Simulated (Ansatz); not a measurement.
ZnCu:

```
CELL_PARAMETERS angstrom
2.94500 0.00000 0.00000
0.00000 2.94500 0.00000
0.00000 0.00000 2.94500
ATOMIC_POSITIONS crystal
Zn 0.50000 0.50000 0.50000
Cu 0.00000 0.00000 0.00000
```

- Program: Ansatz 0.2.0
- Task: relaxation of cell and atoms
- Functional: PBEsol
- Potentials or basis: all-electron LAPW, scalar-relativistic
- Basis error allowed: 0.001 eV/atom
- k mesh: 9 × 9 × 9
- Occupations: fermi-dirac, width 0.05 eV
- Spin: no spin polarisation

At the start: volume 12.77 Å³/atom.

How do energy, volume and symmetry change on relaxing?

Over 5 steps the energy falls by 6.5 meV/atom and the volume is 12.32 Å³/atom (-3.5 %); space group Pm-3m (No. 221, to 0.05 Å).

Step by step:
```tsv
step	energy change (eV)	largest force (eV/Å)	volume (Å³)
1	0.0000	0.0000	25.54
2	-0.0109	0.0000	25.00
3	-0.0129	0.0000	24.62
4	-0.0129	0.0000	24.65
5	-0.0129	0.0000	24.65
```

Final structure:
```cif
data_structure
_symmetry_space_group_name_H-M 'P 1'
_symmetry_Int_Tables_number 1
_cell_length_a 2.9101
_cell_length_b 2.9101
_cell_length_c 2.9101
_cell_angle_alpha 90.000
_cell_angle_beta 90.000
_cell_angle_gamma 90.000
_cell_volume 24.65
loop_
_atom_site_label
_atom_site_type_symbol
_atom_site_fract_x
_atom_site_fract_y
_atom_site_fract_z
_atom_site_occupancy
Zn1 Zn 0.50000 0.50000 0.50000 1
Cu1 Cu 0.00000 0.00000 0.00000 1
```
